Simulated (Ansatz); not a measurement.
# ZrH2: the cost of one run

Method: DFT PBE, scalar-relativistic, plane waves, PAW, in Ansatz 0.2.0.

2 further runs of the same task are left out: 1 that didn't finish, 1 set aside as unsound or not needed.

## (1) Starting point

The structure is tetragonal, space group P4_2/mnm (No. 136). The conventional cell has a = 4.575 Å, b = 4.575 Å, c = 3.046 Å, α = 90.00°, β = 90.00°, γ = 90.00°. Zr (site symmetry mmm) is surrounded by 6 H at 1.97 to 1.98 Å. Around H (site symmetry m2m) lie 3 Zr at 1.97 to 1.98 Å.

Coordinates:

```cif
data_structure
_symmetry_space_group_name_H-M 'P 1'
_symmetry_Int_Tables_number 1
_cell_length_a 4.5747
_cell_length_b 4.5747
_cell_length_c 3.0464
_cell_angle_alpha 90.000
_cell_angle_beta 90.000
_cell_angle_gamma 90.000
_cell_volume 63.75
loop_
_atom_site_label
_atom_site_type_symbol
_atom_site_fract_x
_atom_site_fract_y
_atom_site_fract_z
_atom_site_occupancy
Zr1 Zr 0.00000 0.00000 0.00000 1
Zr2 Zr 0.50000 0.50000 0.50000 1
H1 H 0.19496 0.80504 0.50000 1
H2 H 0.30504 0.30504 0.00000 1
H3 H 0.69496 0.69496 0.00000 1
H4 H 0.80504 0.19496 0.50000 1
```

Recipe of the guess: species swapped into a database cell of HfO2 (P4_2/mnm, No. 136), with Zr on the Hf sites and H on the O sites. Its size is a rough estimate.

## (2) Probe: one point on a coarse mesh

input.yaml

```yaml
crystal:
  lattice:
    - [4.57469148, 0.0, 0.0]
    - [0.0, 4.57469148, 0.0]
    - [0.0, 0.0, 3.04636687]
  atoms:
    - { symbol: Zr, position: [0.0, 0.0, 0.0] }
    - { symbol: Zr, position: [0.5, 0.5, 0.5] }
    - { symbol: H, position: [0.19495512, 0.80504488, 0.5] }
    - { symbol: H, position: [0.30504488, 0.30504488, 0.0] }
    - { symbol: H, position: [0.69495512, 0.69495512, 0.0] }
    - { symbol: H, position: [0.80504488, 0.19495512, 0.5] }
basis:
  ecutwfc: 420
kpoints:
  mp_grid: { grid: [4, 4, 6] }
hamiltonian:
  xc: pbe
scf:
  occupations: { method: gaussian, width: 0.1 }
  lower_state_search: "off"
output:
  forces: true
  stress: true
  eigenvalues: true
```

The run is started by

```console
ansatz run input.yaml --threads 1 --pin off --max-ram 2560MiB --backend cpu --events-out ev --progress --plain --runs-dir out
```

What time and memory should one allow on 1 thread of Arm Neoverse N1, shared host?

About 3.4 s, with a peak of 0.32 GiB.
